**Question.** I calculated the zone-centre vibrations of wurtzite BN, and the list puzzles me. All bonds in this crystal are strong and nearly alike, yet one level sits at about half the frequency of the next. Four of the six levels have no infrared intensity, although B and N carry opposite charges. Two levels almost coincide despite different degeneracies. What decides where each level lies?

Optical phonons of wurtzite BN at the zone centre (4 atoms per cell, a = 2.541 Å, c = 4.203 Å), calculated with Ansatz 0.2.0 by linear response at the PBEsol-relaxed geometry (PBEsol, plane-wave PAW, cutoff 420 eV, 9×9×6 k mesh). Frequencies omit the longitudinal (LO–TO) term, and infrared intensities are summed over each degenerate level.

| row | phonon frequency (cm⁻¹) | phonon degeneracy | phonon infrared intensity ((debye/Å)²/amu) |
| --- | --- | --- | --- |
| 1 | 468.6 | 2 | 0 |
| 2 | 962.6 | 2 | 0 |
| 3 | 966.8 | 1 | 0 |
| 4 | 1026.7 | 1 | 28.3 |
| 5 | 1059.6 | 2 | 51 |
| 6 | 1116.9 | 1 | 0 |

**Answer.** Start with two questions: do the two BN units in the cell move together or against each other, and do the atoms move along the crystal axis c or sideways to it? The answers sort the levels into four kinds. Where two levels are of the same kind, their spacing depends on which bonds the motion strains and on the masses of B and N.

At the zone centre all cells move alike, so each atomic layer perpendicular to c shifts as a rigid sheet. The crystal then reduces to a chain of sheets, B, N, B, N, joined alternately by two kinds of link. One link is a single bond per atom, parallel to c. The other consists of three slanted bonds per atom, which tie a B and an N sheet into a buckled bilayer.

The infrared column shows which levels are in phase. If both BN units move alike, their dipoles add, as in rows 4 and 5. If they move oppositely, the dipoles cancel exactly by symmetry, as in rows 1, 2, 3 and 6. The zeros therefore don't mean that the bonds are nonpolar. Degeneracy gives the direction: double levels are sideways motions, single levels are motions along c. In the usual symmetry labels, rows 1 and 2 are E₂, rows 3 and 6 are B₁, row 4 is A₁ and row 5 is E₁.

**The chain in four lines**

Let $K_1$ be the stiffness of the single-bond link and $K_2$ that of the three-bond link, for one direction of motion. With masses $m_B$ and $m_N$ and $\mu=m_Bm_N/(m_B+m_N)$, the in-phase optical mode has the angular frequency

$$\omega^2=\frac{K_1+K_2}{\mu}.$$

In antiphase, the displacements $b$ of B and $n$ of N in one bilayer are reversed in the next. The equation for B becomes

$$m_B\omega^2 b=(K_1+K_2)\,b-(K_2-K_1)\,n,$$

and that for N follows by exchanging the two atoms. The two solutions obey

$$\omega_1^2+\omega_2^2=\frac{K_1+K_2}{\mu},\qquad \omega_1^2\,\omega_2^2=\frac{4K_1K_2}{m_Bm_N}.$$

The first relation has a simple meaning. In phase, the whole sum belongs to the optical mode, because its partner is a uniform shift of the crystal with zero frequency. In antiphase, the same sum is shared between two real vibrations. How unevenly it is shared depends on the two stiffnesses and the two masses.

**Why row 1 is so low**

A sideways shift moves the ends of the bond parallel to c at right angles to that bond. To first order its length does not change, so it resists mainly through the stiffness of the bond angles. The slanted bonds are stretched and compressed by the same shift. A strong bond can thus be a weak spring when it is pushed from the side. From the two E₂ frequencies, the chain gives a weaker link with about a quarter of the stiffness of the stronger one; the geometry tells us that the weaker link is the single bond.

In row 1 the B and N sheets of a bilayer move in the same direction by nearly equal amounts, while the next bilayer moves the opposite way. The stiff slanted bonds are hardly strained, and the single bonds between bilayers are sheared. This resembles the sliding of layers in a layered solid, but here the bilayers are joined by full B–N bonds. The frequency is low because the motion shears these bonds instead of stretching them, not because the bonds are weak.

Row 2 is the reverse. Within a bilayer B and N move against each other and strain the stiff link, while atoms joined by a single bond move roughly together and spare the soft one. Row 5 strains both links, so it lies somewhat higher. These patterns of motion are what the chain model implies for the computed frequencies.

The sum rule can be tested on row 5, which played no part in finding the stiffnesses. Frequencies in cm⁻¹ may be used directly, since they are proportional to $\omega$:

$$\sqrt{468.6^2+962.6^2}\approx1071\ \text{cm}^{-1}.$$

The computed value in row 5 is 1060 cm⁻¹, so the estimate is 1 % too high. In squared frequency, rows 1 and 2 are thus, to good accuracy, row 5 divided into a soft and a stiff part.

**Why rows 3 and 6 stay close together**

Motion along c strains both links strongly. The single bond is stretched head-on. The three slanted bonds are stretched less, but they are also bent, and there are three of them. If the two stiffnesses were equal, the coupling term in the equation above would vanish. One vibration would then belong to N alone and the other to B alone, with frequencies in the ratio $\sqrt{m_N/m_B}=1.14$.

The computed ratio of row 6 to row 3 is 1.16, close to this limit. In the chain model, row 3 is therefore mainly a vibration of the heavier N atoms, with about 95 % of the kinetic energy, and row 6 mainly one of the lighter B atoms. Masses alone could not produce the E₂ pair, whose ratio is 2.05. In this model the B₁ pair is thus split mostly by mass, and the E₂ pair mostly by the difference between the links. Within this picture, a greater mass contrast would push the B₁ levels further apart. For the B₁ pair the agreement is no proof: unequal links would split the pair even if the masses were equal, and the chain describes motion along c less well, as the next section shows.

The near coincidence of rows 2 and 3 appears to be accidental. One is a sideways motion that strains the stiff link, the other a motion along c, and no symmetry ties their frequencies together. They differ by only 4 cm⁻¹, so a change of functional or numerical settings might reverse their order.

**Where the simple chain fails**

The sum rule that works for sideways motion breaks down along c. Rows 3 and 6 combine to 1477 cm⁻¹, whereas row 4 lies at 1027 cm⁻¹. Roughly half of the excess, counted in squared frequencies, may come from an electrical effect, if the electrons screen it as they do in a long wave. When charged sheets move along c and the motion reverses from one bilayer to the next, charge piles up between them, and its field pulls the sheets back. Row 4 is calculated without such a field; it is a transverse optical (TO) mode.

The fairer partner is the longitudinal optical (LO) mode, in which the field acts. The Lyddane–Sachs–Teller relation gives it from the static and the electronic dielectric constants along c, both from the same calculation:

$$\omega_{LO}=\omega_{TO}\sqrt{7.19/4.75}\approx1263\ \text{cm}^{-1}.$$

The combined B₁ value is still 17 % above this. Forces between sheets of the same element, which the chain leaves out, may account for the rest. Such forces would also alter the patterns of motion in rows 3 and 6, so the large share of N in row 3, and with it the leading role of mass in the B₁ splitting, is a result of the model and was not checked against computed displacements. The LO value also shows that row 6 tops the table but not the full zone-centre spectrum.

**The two infrared levels**

Row 5 seems to absorb almost twice as strongly as row 4, but its intensity is summed over two directions of motion. Per direction it has 25.5 (D/Å)²/amu, against 28.3 for row 4. The charge that moves with the atoms is thus slightly larger along c than sideways.

Row 4 also lies 33 cm⁻¹ below row 5. In a crystal of ideal tetrahedra with four equally stiff bonds and forces between neighbours only, the two would coincide. This cell is slightly elongated, with an axis ratio c/a of 1.654 instead of the ideal 1.633. That may soften the motion along c, though the calculation does not separate this effect from others.

For a measurement, this means that infrared absorption by single phonons shows the in-phase motions only. The soft sliding mode of row 1 has to be sought by Raman scattering, where E₂ modes are allowed; the B₁ modes are absent from both spectra in first order. The output below gives the stiffness ratios, each derived from the antiphase pair of its own direction, together with the tests against the in-phase modes.

Printed output of the fit:

```
Levels:
  row  frequency in cm-1  degeneracy  intensity per component
    1              468.6           2                        0
    2              962.6           2                        0
    3              966.8           1                        0
    4               1027           1                     28.3
    5               1060           2                     25.5
    6               1117           1                        0
Number of optical modes: 9
E2 pair, upper over lower frequency: 2.054
B1 pair, upper over lower frequency: 1.155
Ratio from the masses alone, root of mN over mB: 1.138
Root of summed squares of the E2 pair, cm-1: 1071
Its excess over E1(TO), percent: 1.038
Root of summed squares of the B1 pair, cm-1: 1477
Its excess over A1(TO), percent: 43.88
A1(LO) from the dielectric constants, cm-1: 1263
E1(LO) from the dielectric constants, cm-1: 1276
Excess of the B1 root over A1(LO), percent: 16.95
Weaker over stronger spring, sideways motion (E2): 0.2435
Weaker over stronger spring, motion along c (B1): 0.8808
B over N displacement in the lower E2 level, chain model: 0.9209
B over N displacement in the upper E2 level, chain model: -1.407
Share of N in the kinetic energy of the lower B1 level, percent: 94.94
Effective charge along c from the intensity, e: 1.935
Effective charge in plane from the intensity, e: 1.836
A1 over E1 intensity per component: 1.11
E1(TO) less A1(TO), cm-1: 32.9
Lower B1 less upper E2, cm-1: 4.2
Axis ratio c/a of the cell: 1.654
Axis ratio c/a of ideal tetrahedra: 1.633
```
